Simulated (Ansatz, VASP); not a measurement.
SnO in VASP and in Ansatz

```
Sn O
1.0
     3.30311    0.00000    0.00000
     0.00000    5.75770    0.00000
     0.00000    0.00000    4.00081
Sn O
2 2
Cartesian
  0.0000 1.3211 2.0695
  1.6516 4.4366 0.0691
  0.0000 5.1447 2.9315
  1.6516 0.6130 0.9311
```

The cell comes from a database or a generator and needn't be the stable form of this composition.

Alike in both runs: task single point; functional PBE; k mesh 8 × 4 × 6; occupations fermi-dirac, width 0.02 eV; no spin polarisation.

|  | VASP | Ansatz |
| --- | --- | --- |
| version | VASP 6.6.1 | Ansatz 0.2.0 |
| potentials or method | VASP PAW PBE potentials, release 64 (Sn_d, O) | plane waves, PAW |
| plane-wave cutoff (eV) | 520 | 420 |
| valence electrons in the cell | 40 | 40 |

Ansatz gave:

```
gap on the k mesh at the Fermi level (eV)       : 1.42
pressure (GPa)                                  : 4.5
largest component of the traceless stress (GPa) : 0.77
rms of the force components (eV/Å)              : 0.235
```

Problem. Estimate VASP's values.

Solution. gap on the k mesh at the Fermi level (eV): 1.41; pressure (GPa): 4.8; largest component of the traceless stress (GPa): 0.81; rms of the force components (eV/Å): 0.272.

Atom by atom the forces differ by 0.039 eV/Å (rms over components). The functional is the same, so the differences come from potentials, cutoffs and numerics.

Caveats: spin-orbit coupling is left out, which moves the levels of the heavy elements. PBE gaps usually lie below the measured ones, often by a third to a half. A k mesh can miss the band edges.
